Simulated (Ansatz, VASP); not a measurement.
One calculation of C, two programs

```
C
1.0
     0.00000    1.78013    1.78013
     1.78013    0.00000    1.78013
     1.78013    1.78013    0.00000
C
2
Direct
  0.00000 0.00000 0.00000
  0.25000 0.25000 0.25000
```

Alike in both runs: functional r2SCAN; k mesh 26 × 26 × 26; occupations gaussian, width 0.02 eV; no spin polarisation.

Ansatz relaxed the structure, and its values are those at the end. VASP's run is a single point on that final structure, the one shown.

|  | VASP | Ansatz |
| --- | --- | --- |
| version | VASP 6.6.1 | Ansatz 0.2.0 |
| potentials or method | VASP PAW PBE potentials, release 64 (C) | scalar-relativistic, plane waves, PAW |
| plane-wave cutoff (eV) | 520 | 500 |
| valence electrons in the cell | 8 | 8 |

```csv
,VASP,Ansatz,Ansatz less VASP
gap on the k mesh at the Fermi level (eV),4.34,4.37,+0.030
least direct gap on the mesh (eV),5.85,5.90,+0.045
pressure (GPa),1.1,0.0,-1.12
```

Caveats: the PAW data sets were made with another functional, which shifts forces and pressure a little (VASP).
